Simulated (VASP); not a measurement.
The system is Hf2S.

```
CELL_PARAMETERS angstrom
3.37427 0.00000 0.00000
-1.68714 2.92221 0.00000
0.00000 0.00000 11.71741
ATOMIC_POSITIONS crystal
Hf 0.33333 0.66667 0.10019
Hf 0.66667 0.33333 0.60019
Hf 0.33333 0.66667 0.39981
Hf 0.66667 0.33333 0.89981
S 0.00000 0.00000 0.25000
S 0.00000 0.00000 0.75000
```

The cell comes from a database or a generator and needn't be the stable form of this composition.

| Quantity | Value |
| --- | --- |
| Program | VASP 6.6.1 |
| Task | single point |
| Functional | PBEsol |
| Potentials or basis | VASP PAW PBE potentials, release 64 (Hf_pv, S) |
| Cutoff | 520 eV |
| k mesh | 9 × 9 × 3 |
| Occupations | fermi-dirac, width 0.05 eV |
| Spin | no spin polarisation |

On this cell: pressure -3.3 GPa; largest force 0.158 eV/Å; band gap on the k mesh none (metal or under the smearing width).

The same run follows on a disturbed copy (atoms moved at random, drawn with an rms of 0.05 Å):

```xyz
6
Lattice="3.3743 0.0000 0.0000 -1.6871 2.9222 0.0000 0.0000 0.0000 11.7174" Properties=species:S:1:pos:R:3 pbc="T T T"
Hf    0.0387    1.9279    1.1759
Hf    1.6799    1.0022    7.0563
Hf   -0.0274    1.9551    4.6239
Hf    1.6318    0.9928   10.5740
S    -0.0490   -0.0112    2.9086
S     0.0075   -0.0511    8.8090
```

Problem. What changes?

Solution. The energy (extrapolated to zero smearing) moves by +12.4 meV/atom; pressure -3.0 GPa; largest force 0.699 eV/Å; band gap on the k mesh none (metal or under the smearing width).

Forces in eV/Å, atoms in the order of the input:
```
Hf  -0.521  0.080  0.216
Hf  -0.034 -0.324 -0.239
Hf  -0.007 -0.079  0.519
Hf   0.373 -0.320 -0.497
S    0.392  0.098  0.009
S   -0.204  0.545 -0.008
```

Stress tensor (GPa, compression positive):
```
-3.46  0.32  0.19
 0.32 -3.04  0.14
 0.19  0.14 -2.53
```

Caveats: the PAW data sets were made with another functional, which shifts forces and pressure a little.
